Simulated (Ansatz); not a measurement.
## La: energy above lowest point and pressure against volume per atom

Equation of state of a cubic crystal from periodic Kohn-Sham density functional theory without spin; pressure corrected for the finite basis. The results are calculated, by Ansatz 0.2.0 development build.

Cell of the first row (space group Im-3m, No. 229):
```
La
1.0
     -2.0712     2.0712     2.0712
      2.0712    -2.0712     2.0712
      2.0712     2.0712    -2.0712
La
1
Direct
  0.00000 0.00000 0.00000
```

Settings of every row: formula La; structure type bcc; functional PBE; spin treatment none; k mesh 12x12x12; occupation method fermi-dirac; occupation width 0.061225619 eV; wave cutoff 700 eV; datasets hard PAW; density cutoff ratio 4.

Limits: a cubic model structure, not a phase known at ambient conditions; modest k-mesh, values are not fully converged in k; the SCF threshold is loose for a stress in some rows.

```csv
row,volume per atom (Å³),energy above lowest point (meV/atom),pressure (GPa)
1,35.543,13.82,1.896
2,36.299,6.37,1.266
3,37.055,?,?
4,37.812,0,0.106
5,38.568,0.76,-0.42
6,39.324,3.91,-0.91
7,40.08,9.29,-1.364
```

Question: what energy above lowest point and pressure should row 3 give?

Worked fit of energy above lowest point. Take u = (V_r/V)^(2/3) − 1 with V_r = 38.19 Å³ an atom, which is twice the finite (Eulerian) strain; such expansions in the strain, on which the Birch-Murnaghan equation of state is built, carry the rest volume and the bulk modulus. The shown rows have u = 0.04905, 0.03444, 0.00665, -0.00654, -0.01932, -0.03169. Least squares give energy above lowest point = 0.073 − 57.47 × u + 7177.9 × u² − 5949 × u³ meV/atom; a parabola predicts inner rows, each left out in turn, worse (root mean square 0.12 against 0.013 meV/atom). The rows lie off it by 0.00, 0.01, -0.01, 0.00, 0.00, 0.00. Its lowest point lies at u = 0.0040, or V = 37.96 Å³ an atom, and the curvature there gives the bulk modulus at fixed shape and fractions, B = (4/9)(1 + u)² E″(u)/V = 26.9 GPa. The withheld row has u = 0.02032, so the fit gives 0.073 − 57.47 × (0.02032) + 7177.9 × (0.02032)² − 5949 × (0.02032)³ = 1.82 meV/atom.

The calculation gave 1.82 meV/atom. The fit meets it to the printed digit.

Worked fit of pressure. Take u = (V_r/V)^(2/3) − 1 with V_r = 38.19 Å³ an atom, which is twice the finite (Eulerian) strain; such expansions in the strain, on which the Birch-Murnaghan equation of state is built, carry the rest volume and the bulk modulus. The shown rows have u = 0.04905, 0.03444, 0.00665, -0.00654, -0.01932, -0.03169. Least squares give pressure = −0.1615 + 39.875 × u + 53.57 × u² − 231.1 × u³ GPa; a parabola predicts inner rows, each left out in turn, worse (root mean square 0.0047 against 0.00023 GPa). All shown rows lie on it to the printed digit. The pressure vanishes at u = 0.0040, or V = 37.96 Å³ an atom, and there the bulk modulus at fixed shape and fractions is B = −V dP/dV = (2/3)(1 + u) dP/du = 27 GPa. The withheld row has u = 0.02032, so the fit gives −0.1615 + 39.875 × (0.02032) + 53.57 × (0.02032)² − 231.1 × (0.02032)³ = 0.669 GPa.

The calculation gave 0.669 GPa. The fit meets it to the printed digit.
